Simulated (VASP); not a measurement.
Wanted: the native input for a VASP 6.6.1 run.

```yaml
Task: relaxation of cell and atoms
Functional: PBEsol
Potentials_or_basis: VASP PAW PBE potentials, release 64 (Mg, Te)
Cutoff: 600 eV
k_mesh: 9 × 9 × 4
Occupations: gaussian, width 0.02 eV
Spin: no spin polarisation
Dipole_correction: no
Further_INCAR_settings: ALGO = Normal; EDIFF = 1e-06; IBRION = 2; EDIFFG = -0.002; NSW = 100; ISIF = 3
```

The structure of MgTe lies in POSCAR:

```
MgTe
1.0
    4.5902025400      0.0000000000      0.0000000000
   -2.2951012700      3.9752320100      0.0000000000
    0.0000000000      0.0000000000      7.4378057100
Mg Te
2 2
Direct
    0.3333333300      0.6666666700      0.9959911700
    0.6666666700      0.3333333300      0.4959911700
    0.3333333300      0.6666666700      0.3740088300
    0.6666666700      0.3333333300      0.8740088300
```

The cell is a database's computed one.

One way to write it, as run:

INCAR

```
ALGO = Normal
EDIFF = 1E-6
EDIFFG = -0.002
ENCUT = 600
GGA = PS
IBRION = 2
ISIF = 3
ISMEAR = 0
LASPH = True
LCHARG = False
LREAL = False
LWAVE = False
NELM = 100
NSW = 100
PREC = Accurate
SIGMA = 0.02
```

KPOINTS

```
k-points
0
Gamma
  9 9 4
```

Potentials or basis: VASP PAW PBE potentials, release 64 (Mg, Te).

Run with:

```sh
$ cat potpaw_PBE.64/Mg/POTCAR potpaw_PBE.64/Te/POTCAR > POTCAR
$ mpirun -np 1 vasp_std > vasp.out
```

Results of the run:

```yaml
Relaxed_volume: 33.41 Å³/atom
Relaxed_cell: a = 4.562 Å, b = 4.562 Å, c = 7.414 Å, α = 90.00°, β = 90.00°, γ = 120.00°
Space_group_after_relaxing_to_0.05_Å: P6_3mc (No. 186)
Energy_gained_by_relaxing: 0.9 meV/atom
Ionic_steps: 10
Pressure_after_relaxing: 0.0 GPa
Band_gap_on_the_k_mesh: 2.39 eV, direct
```

Caveat: the PAW data sets were made with another functional, which shifts forces and pressure a little; spin-orbit coupling is left out, which moves the levels of the heavy elements.

It took 2.5 min on 1 thread of Intel(R) Xeon(R) 6975P-C (Granite Rapids), on a shared host, peak memory 0.36 GiB.
